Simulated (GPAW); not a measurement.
**SnO2 in GPAW: convergence with bands over the usual count**

The system is SnO2.

```xyz
12
Lattice="5.1753 0.0000 0.0000 0.0000 5.1753 0.0000 0.0000 0.0000 5.1753" Properties=species:S:1:pos:R:3 pbc="T T T"
Sn    0.0000    0.0000    0.0000
Sn    2.5876    0.0000    2.5876
Sn    2.5876    2.5876    0.0000
Sn    0.0000    2.5876    2.5876
O     3.4214    4.3415    0.8337
O     4.3415    0.8337    3.4214
O     0.8337    3.4214    4.3415
O     1.7539    1.7539    1.7539
O     3.4214    3.4214    3.4214
O     4.3415    1.7539    0.8337
O     0.8337    4.3415    1.7539
O     1.7539    0.8337    4.3415
```

Measurements of this composition are mostly on another form, of space group No. 136.

* Program: GPAW 26.7.0
* Task: convergence study
* Functional: RPBE
* Potentials or basis: the program's PAW data sets (release 1.2.1) made for this functional
* Cutoff: 800 eV
* Basis: pw
* k mesh: 3 × 3 × 3
* Occupations: fermi-dirac, width 0.05 eV
* Spin: no spin polarisation

These are the settings of the first run; the series varies bands over the usual count, with any setting tied to it.

Hardware: 1 thread of Arm Neoverse V2, on a shared host.

```csv
bands over the usual count,"energy less the tightest run, at zero smearing (meV/atom)",SCF cycles,CPU time (s),peak memory (GiB)
0.72,0.00,11,68,0.31
0.8,0.00,11,74,0.31
0.9,0.00,11,82,0.32
1,0.00,11,90,0.33
1.3,0.00,11,120,0.35
1.7,0.00,11,170,0.38
2.5,0.00,11,270,0.44
```

Against the tightest run, the energy stays within 1 meV/atom from 0.72 on. The tightest run that finished is the yardstick and may itself not be fully converged.

Caveat, for the tightest run too: the k mesh is coarse.
